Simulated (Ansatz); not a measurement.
**Si under changes of volume**

One of the cells (21.259 Å³/atom); the others are scaled copies at fixed shape and fractional positions:

```
Si
1.0
    -3.32544    3.32544    1.92239
     3.32544   -3.32544    1.92239
     3.32544    3.32544   -1.92239
Si
4
Cartesian
  -2.1363 2.1363 1.9224
  2.1363 -2.1363 1.9224
  2.1363 2.1363 1.9224
  1.1892 1.1892 0.0000
```

This isn't the form of Si at room conditions, which is diamond.

| Quantity | Value |
| --- | --- |
| Program | Ansatz 0.2.0 |
| Functional | PBEsol |
| Potentials or basis | Ansatz PAW |
| Cutoff | 420 eV (not typed: the program's choice for these potentials) |
| k mesh | 8 × 8 × 8 |
| Occupations | fermi-dirac, width 0.05 eV |
| Spin | no spin polarisation |

```tsv
volume (Å³/atom)	energy over the lowest point (meV/atom)	pressure (GPa)	gap on the mesh (eV)	largest force (eV/Å)
19.983	20.02	5.7	0.01	0.079
20.409	7.97	3.4	0.09	0.047
20.834	1.48	1.5	0.15	0.016
21.259	0.00	-0.3	0.16	0.014
21.684	3.05	-1.9	0.16	0.041
22.109	?	?	?	?
22.534	20.94	-4.7	0.16	0.091
```

Problem. What does the run at 22.109 Å³/atom give?

Solution. Energy over the lowest point 10.17 meV/atom; pressure -3.4 GPa; gap on the mesh 0.16 eV; largest force 0.067 eV/Å.

Worked out: A Birch-Murnaghan fit of order 3 (a polynomial in V^(-2/3)) to the other rows has its minimum at 21.18 Å³/atom with B0 = V·E''(V) = 86 GPa and B' = 4.1 at fixed shape and positions, which overstates the stiffness. It gives 10.15 meV/atom at 22.109 Å³/atom, against the run's 10.17, and -dE/dV = -3.4 GPa, against -3.4.

Energies are extrapolated to zero smearing.

Caveats: the PAW data sets come from PBE, with cores solved anew for the run's functional, which leaves a small shift of forces and pressure.

A mesh can miss the band edges.
